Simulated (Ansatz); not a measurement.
## Structure types of Zn at zero pressure (with spin–orbit coupling)

Structure types of Zn are relaxed in primitive cells with their symmetry kept at 0 GPa, first on PAW files, then by LAPW. The enthalpy is E + pV at zero temperature, without zero-point motion. Only the types listed were tried, and differences under about 5 meV/atom are mesh noise.

All numbers are PBE results (with spin–orbit coupling) from Ansatz 0.2.0, with Fermi–Dirac smearing of 0.05 eV, no spin polarisation. Methods: LAPW: all electrons, basis error target 0.5 meV/atom; PAW: frozen-core files, cutoff 420 eV.

k meshes: fcc 18×18×18, bcc 18×18×18, hcp 17×17×9.

Task: Order the types by LAPW enthalpy, lowest first.
A. bcc
B. fcc
C. hcp

Result: C (0 meV/atom), B (20 meV/atom), A (83 meV/atom).

```csv
start type,ends as,"a, b, c (Å)",V (Å³/atom),"H − H(lowest), LAPW (meV/atom)","same, PAW"
fcc,"fcc, Fm-3m","3.928, 3.928, 3.928",15.15,19.8,19.9
bcc,"bcc, Im-3m","3.132, 3.132, 3.132",15.36,82.7,82.6
hcp,"hcp, P6_3/mmc","2.688, 2.688, 4.788",14.98,0.0,0.0
```
